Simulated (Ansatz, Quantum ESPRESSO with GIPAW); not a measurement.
# RbBH4: NMR parameters from first principles

Wanted: NMR shieldings and quadrupolar couplings for each site of RbBH4.

Calculated with Quantum ESPRESSO with GIPAW 8.0dev (patched build); DFT, PBE, plane-wave PAW (pslibrary 1.0.0 recipes), scalar-relativistic, GIPAW; a patched development version of the program.

## (1) The structure

It takes space group C222 (No. 21, orthorhombic). Conventional cell: a = 5.134 Å, b = 5.368 Å, c = 3.910 Å, α = 90.00°, β = 90.00°, γ = 90.00°. Rb has 8 H at 2.39 to 2.46 Å nearest. Nearest to B lie 4 H at 1.19 Å. Nearest to H lie 1 B at 1.19 Å and 4 H at 1.76 to 1.96 Å and 2 Rb at 2.39 to 2.46 Å. Farther neighbours are not listed.

The cell is an entry of the Crystallography Open Database; it need not be the form that is stable at ambient conditions. A first single point, before any relaxation, gave a pressure of 22.5 GPa: the cell is smaller than this functional's rest cell, or its bonds as refined are short, so it may be a high-pressure form.

This structure had its hydrogen atoms relaxed beforehand (DFT, PBE-D3(BJ), plane-wave PAW, default files (PAW set soft_2), scalar-relativistic, Ansatz), starting from the database entry, since shieldings follow bond lengths closely.

## (2) The SCF step

First the ground state. The response equations take the occupied wavefunctions as exact, so conv_thr is set much tighter than for an energy. No empty states are asked for: the response is solved without them. The D3 switch adds an energy alone and leaves the states untouched. The mesh has a spacing of 0.27 Å⁻¹ at most. The PAW files were made with ld1.x from the pslibrary 1.0.0 recipes, with GIPAW reconstruction switched on.

scf.in

```
&control
  calculation = 'scf'
  prefix = 'x'
  outdir = './tmp/'
  pseudo_dir = './'
/
&system
  ibrav = 0
  nat = 6
  ntyp = 3
  ecutwfc = 55
  ecutrho = 330
  nbnd = 8
  vdw_corr = 'grimme-d3'
  dftd3_version = 4
/
&electrons
  conv_thr = 1.0d-10
  mixing_beta = 0.7
  electron_maxstep = 100
/
ATOMIC_SPECIES
  Rb 85.468 Rb.pbe-spn-kjpaw_psl.1.0.0-gipaw.UPF
  B 10.810 B.pbe-n-kjpaw_psl.1.0.0-gipaw.UPF
  H 1.008 H.pbe-kjpaw_psl.1.0.0-gipaw.UPF
CELL_PARAMETERS angstrom
  2.56715000 -2.68395000 0.00000000
  2.56715000 2.68395000 0.00000000
  0.00000000 0.00000000 3.90980000
ATOMIC_POSITIONS crystal
  Rb 0.00000000 0.00000000 0.00000000
  B 0.50000000 0.50000000 0.50000000
  H 0.50201927 0.76353830 0.32896248
  H 0.49798073 0.23646170 0.32896248
  H 0.23646170 0.49798073 0.67103752
  H 0.76353830 0.50201927 0.67103752
K_POINTS automatic
  7 7 6 0 0 0
```

Run with:

```console
$ mpirun -np 2 pw.x -nk 2 -in scf.in > scf.out
```

The program printed:

```text
using ibrav=0 with symmetry is DISCOURAGED, use correct ibrav instead

     bravais-lattice index     =            0
     lattice parameter (alat)  =       7.0185  a.u.
     unit-cell volume          =     363.5857 (a.u.)^3
     number of atoms/cell      =            6
     number of atomic types    =            3
     number of electrons       =        16.00
     number of Kohn-Sham states=            8
     kinetic-energy cutoff     =      55.0000  Ry
     charge density cutoff     =     330.0000  Ry
     scf convergence threshold =      1.0E-10
     mixing beta               =       0.7000
     number of iterations used =            8  plain     mixing
     Exchange-correlation= SLA-PW-PBX-PBC
                           (   1   4   3   4   0   0   0)
[...]
Rb                9.00    85.46800     Rb( 1.00)
     B                 3.00    10.81000     B ( 1.00)
     H                 1.00     1.00800     H ( 1.00)

      4 Sym. Ops. (no inversion) found
[...]
DFT-D3 Dispersion Correction (3-body terms):
       Reference C6 values for interpolation:

         atom   Coordination number   C6
         H          0.912             6.05
         H          0.000            15.18
         B          0.000           214.36
[...]
Rb         0.000         12277.55
         Rb         0.974           952.52

       Values used:

         atom   Coordination number  R0_AB[au]  C6      C8
         Rb        25.420            4.363    952.52 260868.18
         B         10.251            3.039     56.06   2233.91
         H          3.308            2.062      6.05     73.18
         H          3.308            2.062      6.05     73.18
         H          3.308            2.062      6.05     73.18
         H          3.308            2.062      6.05     73.18

         Molecular C6 ( Ry / a.u.^6 ) =      2247.39

     number of k points=    64
[...]
Dense  grid:    36843 G-vectors     FFT dimensions: (  45,  45,  45)

     Smooth grid:    20087 G-vectors     FFT dimensions: (  36,  36,  36)

     Check: negative core charge=   -0.000002

     Initial potential from superposition of free atoms

     starting charge      15.9769, renormalised to      16.0000
     Starting wfcs are   16 randomized atomic wfcs

     Self-consistent Calculation

     iteration #  1     ecut=    55.00 Ry     beta= 0.70
     Davidson diagonalization with overlap
     ethr =  1.00E-02,  avg # of iterations =  2.0

     total energy              =    -256.01088972 Ry
     estimated scf accuracy    <       0.65409333 Ry

     iteration #  2     ecut=    55.00 Ry     beta= 0.70
     Davidson diagonalization with overlap
     ethr =  4.09E-03,  avg # of iterations =  2.0

     total energy              =    -256.15106995 Ry
     estimated scf accuracy    <       0.08998489 Ry

     iteration #  3     ecut=    55.00 Ry     beta= 0.70
     Davidson diagonalization with overlap
     ethr =  5.62E-04,  avg # of iterations =  2.0

     total energy              =    -256.16648320 Ry
     estimated scf accuracy    <       0.00112098 Ry

[...]
total energy              =    -256.16681514 Ry
[...]
iteration #  9     ecut=    55.00 Ry     beta= 0.70
     Davidson diagonalization with overlap
     ethr =  1.44E-10,  avg # of iterations =  2.0

     total energy              =    -256.16681515 Ry
     estimated scf accuracy    <          3.9E-10 Ry

     iteration # 10     ecut=    55.00 Ry     beta= 0.70
     Davidson diagonalization with overlap
     ethr =  2.43E-12,  avg # of iterations =  2.2

     End of self-consistent calculation
     [one-electron energies left out]

!    total energy              =    -256.16681515 Ry
     total all-electron energy =     -6016.949778 Ry
     estimated scf accuracy    <          1.3E-12 Ry

     The total energy is the sum of the following terms:
     one-electron contribution =      -4.35760067 Ry
     hartree contribution      =       9.09562998 Ry
     xc contribution           =     -25.49756418 Ry
     ewald contribution        =     -48.08987934 Ry
     DFT-D3 Dispersion         =      -0.05127002 Ry
     one-center paw contrib.   =    -187.26613091 Ry

     convergence has been achieved in  10 iterations
[...]
JOB DONE.
```

It took 15 s on 2 MPI ranks of Arm Neoverse V2, shared host; peak memory 0.32 GiB.

It converged in 10 cycles to an estimated accuracy of 1e-12 Ry, on 64 irreducible k-points.

## (3) GIPAW: job nmr

The job finds the current that a weak uniform field induces (applied as a long wave, q_gipaw) and the field that this current makes at each nucleus. On atoms with p or d valence electrons much of the paramagnetic part arises close to the nucleus, where the PAW partial waves rebuild the true states. pawproj makes the reconstruction use the PAW data sets' own projectors.

nmr.in

```
&inputgipaw
  job = 'nmr'
  prefix = 'x'
  tmp_dir = './tmp/'
  restart_mode = 'from_scratch'
  verbosity = 'low'
  q_gipaw = 0.01
  spline_ps = .true.
  conv_threshold = 1.0d-14
  use_nmr_macroscopic_shape = .true.
  pawproj(1) = .true.
  pawproj(2) = .true.
  pawproj(3) = .true.
/
```

Run with:

```console
$ mpirun -np 2 gipaw.x -nk 2 -in nmr.in > nmr.out
```

The program printed:

```text
[banner, memory and clock lines left out]
[a note of our patched build left out]

     Parallelizing q-star over 1 images

     IMPORTANT: XC functional enforced from input :
     Exchange-correlation= PBE
                           (   1   4   3   4   0   0   0)
     Any further DFT definition will be discarded
     Please, verify this is what you really want

     Check: negative core charge=   -0.000002
[...]
projs nearly linearly dependent: l=0  n1,n2= 1, 2  s=  0.99581283
[...]
projs nearly linearly dependent: l=0  n1,n2= 1, 2  s=  0.99968852
[...]
alpha_pv=     48.9668 eV

     spline_ps is .false., expect some extrapolation errors

     q-space interpolation up to    66.00 Rydberg

     GIPAW job: nmr
     NMR macroscopic correction: yes
             0.6667          0.0000          0.0000
             0.0000          0.6667          0.0000
             0.0000          0.0000          0.6667
[...]
Computing the magnetic susceptibility     isolve=0    ethr=  0.1000E-13
     Starting from scratch
     k-point #    1 of    32      pool #  1    cpu time:       1.4
[...]
End of magnetic susceptibility calculation

     f-sum rule (1st term):
           -17.0761         -0.0000          0.0000
            -0.0000        -17.0767          0.0000
             0.0000          0.0000        -17.0761

     f-sum rule (2nd term):
            -0.0401         -0.0000          0.0000
            -0.0000         -0.0395          0.0000
             0.0000          0.0000         -0.0394

     f-sum rule (should be   -17.1155):
           -17.1162         -0.0000          0.0000
            -0.0000        -17.1162          0.0000
             0.0000          0.0000        -17.1156

[... susceptibilities left out ...]
     Contributions to the NMR chemical shifts: -------------------------------

     Macroscopic shape contribution in ppm:                    8.29
             8.3793         -0.0000         -0.0000
            -0.0000          8.1702         -0.0000
            -0.0000         -0.0000          8.3278

     Core contribution in ppm:

     Atom  1  Rb  pos: (  0.000000  0.000000  0.000000)  core sigma:        3328.08
     Atom  2  B   pos: (  0.691208  0.000000  0.526359)  core sigma:         165.26
     Atom  3  H   pos: (  0.874763  0.188988  0.346305)  core sigma:           0.00
     Atom  4  H   pos: (  0.507652 -0.188988  0.346305)  core sigma:           0.00
     Atom  5  H   pos: (  0.507652  0.188988  0.706413)  core sigma:           0.00
     Atom  6  H   pos: (  0.874763 -0.188988  0.706413)  core sigma:           0.00

     Bare contribution in ppm:

     Atom  1  Rb  pos: (  0.000000  0.000000  0.000000)  bare sigma:          97.91
[...]
Atom  2  B   pos: (  0.691208  0.000000  0.526359)  bare sigma:         -15.86
[...]
Atom  3  H   pos: (  0.874763  0.188988  0.346305)  bare sigma:          20.46
[...]
Atom  4  H   pos: (  0.507652 -0.188988  0.346305)  bare sigma:          20.46
[...]
Atom  5  H   pos: (  0.507652  0.188988  0.706413)  bare sigma:          20.46
[...]
Atom  6  H   pos: (  0.874763 -0.188988  0.706413)  bare sigma:          20.46
[...]
Diamagnetic contribution in ppm:

     Atom  1  Rb  pos: (  0.000000  0.000000  0.000000)  dia sigma:         -15.99
[...]
Atom  2  B   pos: (  0.691208  0.000000  0.526359)  dia sigma:           3.49
[...]
Atom  3  H   pos: (  0.874763  0.188988  0.346305)  dia sigma:           1.17
[...]
Atom  4  H   pos: (  0.507652 -0.188988  0.346305)  dia sigma:           1.17
[...]
Atom  5  H   pos: (  0.507652  0.188988  0.706413)  dia sigma:           1.17
[...]
Atom  6  H   pos: (  0.874763 -0.188988  0.706413)  dia sigma:           1.17
[...]
Paramagnetic contribution in ppm:

     Atom  1  Rb  pos: (  0.000000  0.000000  0.000000)  para sigma:       -1239.54
[...]
Atom  2  B   pos: (  0.691208  0.000000  0.526359)  para sigma:         -24.77
[...]
Atom  3  H   pos: (  0.874763  0.188988  0.346305)  para sigma:           0.00
[...]
Atom  4  H   pos: (  0.507652 -0.188988  0.346305)  para sigma:           0.00
[...]
Atom  5  H   pos: (  0.507652  0.188988  0.706413)  para sigma:           0.00
[...]
Atom  6  H   pos: (  0.874763 -0.188988  0.706413)  para sigma:           0.00
[...]
Paramagnetic US occ-occ contribution in ppm:

     Atom  1  Rb  pos: (  0.000000  0.000000  0.000000)  para_oo sigma:           0.04
[...]
Atom  2  B   pos: (  0.691208  0.000000  0.526359)  para_oo sigma:          -0.01
[...]
Atom  3  H   pos: (  0.874763  0.188988  0.346305)  para_oo sigma:           0.00
[...]
Atom  4  H   pos: (  0.507652 -0.188988  0.346305)  para_oo sigma:           0.00
[...]
Atom  5  H   pos: (  0.507652  0.188988  0.706413)  para_oo sigma:           0.00
[...]
Atom  6  H   pos: (  0.874763 -0.188988  0.706413)  para_oo sigma:           0.00
[...]
Paramagnetic US L_R Q_R contribution in ppm:

     Atom  1  Rb  pos: (  0.000000  0.000000  0.000000)  para_lq sigma:         727.34
[...]
Atom  2  B   pos: (  0.691208  0.000000  0.526359)  para_lq sigma:          -2.95
[...]
Atom  3  H   pos: (  0.874763  0.188988  0.346305)  para_lq sigma:           0.00
[...]
Atom  4  H   pos: (  0.507652 -0.188988  0.346305)  para_lq sigma:           0.00
[...]
Atom  5  H   pos: (  0.507652  0.188988  0.706413)  para_lq sigma:           0.00
[...]
Atom  6  H   pos: (  0.874763 -0.188988  0.706413)  para_lq sigma:           0.00
[...]
Total NMR chemical shifts in ppm: ---------------------------------------
     (adopting the Simpson convention for anisotropy and asymmetry)-----------

     Atom  1  Rb  pos: (  0.000000  0.000000  0.000000)  Total sigma:        2906.12
          2911.9085         -0.0000         -0.0000
            -0.0000       2858.0999         -0.0000
             0.0000          0.0000       2948.3421

     Rb      1    anisotropy:    -72.03    eta:    0.7588
[...]
Atom  2  B   pos: (  0.691208  0.000000  0.526359)  Total sigma:         133.46
           135.8550         -0.0000         -0.0000
            -0.0000        132.9219          0.0000
             0.0000          0.0000        131.5892

     B       2    anisotropy:      3.60    eta:    0.5554
[...]
Atom  3  H   pos: (  0.874763  0.188988  0.346305)  Total sigma:          29.92
            30.4938          0.4097         -1.2689
             0.3350         30.1602         -0.5774
            -1.5168         -0.9741         29.1193

     H       3    anisotropy:      2.68    eta:    0.9971
[...]
Atom  4  H   pos: (  0.507652 -0.188988  0.346305)  Total sigma:          29.92
[... its tensor is left out ...]
     Atom  5  H   pos: (  0.507652  0.188988  0.706413)  Total sigma:          29.92
[... its tensor is left out ...]
     Atom  6  H   pos: (  0.874763 -0.188988  0.706413)  Total sigma:          29.92
[... its tensor is left out ...]
```

Run time: 2.7 min. Hardware: 2 MPI ranks; peak memory 0.22 GiB.

The f-sum rule is met to 7.0e-4 of 17.1 (0.004 %). Converged shieldings require that this miss be small, but a small miss does not prove them.

From the symmetric part of each tensor, with principal values σ11 ≤ σ22 ≤ σ33: σ_iso is their mean, the span is σ33 − σ11 and the skew 3(σ_iso − σ22)/span. (gipaw.x prints an anisotropy in another convention.)

| site | atom no. | atoms in cell | σ_iso (ppm) | span (ppm) | skew |
| --- | --- | --- | --- | --- | --- |
| Rb | 1 | 1 | 2898 | 90 | -0.19 |
| B | 2 | 1 | 125.2 | 4.2 | 0.29 |
| H | 3 | 4 | 21.63 | 3.58 | -0.05 |

The printed totals hold a macroscopic shape term of 8.3 ppm, which is taken off the shieldings here and below (some reference lines add a sphere's term back, as they say). It is the term of a spherical sample, from the valence susceptibility, a rough estimate, since the susceptibility converges slowly and lacks part of the PAW terms. Differences within the crystal don't depend on it, but shieldings of different compounds can't be compared to better than a few ppm without it.

In this run the largest span among the lighter atoms is that of B (site symmetry 222), with principal values 123.3, 124.8 and 127.5 ppm.

## (4) Electric field gradients

11B, 2H and 87Rb have a quadrupole moment, which couples to the field gradient and broadens the lines. The gradient is a property of the ground-state density and needs no response; it is taken from a second code that counts the whole PAW charge. C_Q = eQV_zz/h, with Q = 0.04059 barn for 11B, 0.00285783 barn for 2H, 0.1335 barn for 87Rb.

This step: DFT, PBE, plane-wave PAW, default files (PAW set soft_2), scalar-relativistic, field gradients (Ansatz 0.2.0), on the same atoms.

input.yaml

```yaml
crystal:
  lattice:
    - [2.56715, -2.68395, 0.0]
    - [2.56715, 2.68395, 0.0]
    - [0.0, 0.0, 3.9098]
  atoms:
    - { symbol: Rb, position: [0.0, 0.0, 0.0] }
    - { symbol: B, position: [0.5, 0.5, 0.5] }
    - { symbol: H, position: [0.5020192654, 0.7635382994, 0.3289624791] }
    - { symbol: H, position: [0.4979807346, 0.2364617006, 0.3289624791] }
    - { symbol: H, position: [0.2364617006, 0.4979807346, 0.6710375209] }
    - { symbol: H, position: [0.7635382994, 0.5020192654, 0.6710375209] }
kpoints:
  mp_grid: { grid: [7, 7, 6] }
scf:
  occupations: { method: fixed }
hamiltonian:
  xc: pbe
output:
  forces: false
  stress: false
  efg:
    quadrupole_moments_barn: { Rb: 0.1335, B: 0.04059, H: 0.00285783 }
```

Run with:

```console
$ ansatz run input.yaml --threads 2 --pin off --max-ram 4096MiB --backend cpu --events-out ev --progress --plain --runs-dir out
```

The program printed:

```text
[... set-up, SCF cycles and energies left out ...]
--- PAW observables at the nuclei: V_zz in 10²¹ V/m², potentials from the cell's mean, atoms counted from 1 ---
  atom   1  Rb V_zz =    -1.653516   η = 0.9545   by run symmetry: allowed   C_q = -5.3376 MHz
  atom   2  B  V_zz =    +0.079725   η = 0.2077   by run symmetry: allowed   C_q = +0.0782 MHz
  atom   3  H  V_zz =    +2.196538   η = 0.0992   by run symmetry: allowed   C_q = +0.1518 MHz
  atom   4  H  V_zz =    +2.196538   η = 0.0992   by run symmetry: allowed   C_q = +0.1518 MHz
  atom   5  H  V_zz =    +2.196538   η = 0.0992   by run symmetry: allowed   C_q = +0.1518 MHz
  atom   6  H  V_zz =    +2.196538   η = 0.0992   by run symmetry: allowed   C_q = +0.1518 MHz
[the lines on potentials at the nuclei are left out]
```

Run time: 2.5 s. Hardware: 2 threads; peak memory 0.34 GiB; 4 s of CPU time.

The same from gipaw.x, job efg (1.7 s), which warns that it leaves out the neighbours' augmentation charge. V_zz in 10²¹ V/m²:

| site | Ansatz | gipaw.x | η_Q, first | η_Q, second |
| --- | --- | --- | --- | --- |
| Rb | -1.654 | -1.654 | 0.95 | 0.89 |
| B | 0.080 | 0.066 | 0.21 | 0.50 |
| H | 2.197 | 2.236 | 0.10 | 0.02 |

Among gradients over 0.05 the ratio is farthest from one on B, by 17 %; the first column is used below.

Among nuclei of half-integer spin the second-order effect is largest for 87Rb on Rb (spin 3/2, C_Q -5.34 MHz): at 9.4 T it moves the centre of gravity of the MAS line by -54 ppm from δ_iso, and by a quarter of that at twice the field, by δ_Q = −(3/40)(C_Q/ν0)²(1 + η²/3)[I(I+1) − 3/4]/[I²(2I−1)²] × 10⁶ ppm with ν0 = 131.4 MHz.

## (5) From shieldings to shifts

Covalently bonded atoms count as neighbours within 1.18 times the sum of their radii. Otherwise a cation's neighbours lie within 1.2 times its shortest bond (1.3 for large cations, each anion's radius taken off where they differ), and an anion's are the cations that count it.

| site | atom no. | atoms in cell | surroundings | bonds (Å) | σ_iso (ppm) | C_Q (MHz) | η_Q |
| --- | --- | --- | --- | --- | --- | --- | --- |
| Rb | 1 | 1 | RbH8 | 2.39 to 2.46 | 2898 | -5.34 | 0.95 |
| B | 2 | 1 | BH4 | 1.185 | 125.2 | 0.08 | 0.21 |
| H | 3 | 4 | bound to B | 1.185 | 21.63 | 0.152 | 0.10 |

## (6) Other settings and structures

Each row names what was changed: another mesh tests the sampling of the zone; another functional shows how far the paramagnetic term hangs on the exchange-correlation form; another cell volume at fixed fractional coordinates shows the pull of bond length.

Changes of σ_iso (ppm) against the run above (PBE, cutoffs 55 and 330 Ry, mesh 7×7×6, 5.8 min). Times are CPU times of pw.x and gipaw.x together, on 2 MPI ranks of Arm Neoverse V2, shared host; on a shared host they are rough.

| run | CPU time | f-sum miss | Rb | B | H |
| --- | --- | --- | --- | --- | --- |
| mesh 9×9×8 | 13 min | 1.0e-4 | +0.1 | +0.0 | -0.00 |
| revPBE | 5.9 min | 6.0e-4 | +23.9 | +1.1 | +0.20 |
| volume × 0.960 | 5.7 min | 8.0e-4 | -24.4 | +0.9 | +0.04 |

The largest move is -24.4 ppm, on Rb, from volume × 0.960.

## (7) What came out

- 11B shielding without shape term: 125.2 ppm
- 11B size of C_Q: 0.08 MHz
- 1H shielding without shape term: 21.63 ppm
- 2H size of C_Q: 0.152 MHz
- 87Rb shielding without shape term: 2898 ppm
- 87Rb size of C_Q: 5.34 MHz

In words: 11B has one site (BH4), with isotropic shielding 125.2 ppm (shape term left out) and C_Q 0.08 MHz. A shift needs a reference, δ = σ_ref − σ, fixed on measured compounds; for 11B of this kind at this level too few were at hand, or they scattered too widely about a line, so none is given. Going to mesh 9×9×8 changes no isotropic shielding by more than 0.14 ppm, so the main run is converged in that respect. A higher cutoff was not carried through on these files. The largest change with the functional is 23.9 ppm in absolute shielding; part of that drops out once each functional has its own reference line. The scalar-relativistic files are used with non-relativistic response operators, which weighs most on the heavy atoms' own shieldings. Hydrogen's values are less sure: spans of ¹H carry errors of some ppm on PAW files, the bulk susceptibility matters on its narrow scale, and it is treated as a fixed classical nucleus at 0 K. Groups such as BH4 often reorient fast at room temperature, which averages anisotropies and couplings that this rigid-lattice calculation keeps whole. This build of gipaw.x prints that it is not audited and that its numbers are no references by themselves. It also reports spline_ps as false although the input sets it; why was not traced. Without spin-orbit coupling, gradients at and beside the heavy atoms are unsure.

[Banner, clock, file and message-heading lines were taken out of the pw.x and gipaw.x logs.]

[Logs are printed without paths, hosts, clocks, repeated set-up lines and the standing remarks that a program may print on its own settings, such as how far it seeks lower states.]

[Hosts, paths, dates, database ids (printed as entryN), source tags and the programs' standing remarks are cut or masked in the printed files.]

[Where no reference line passes its bar on scatter, no shift is given, so a measured shift of this compound may stand uncompared.]
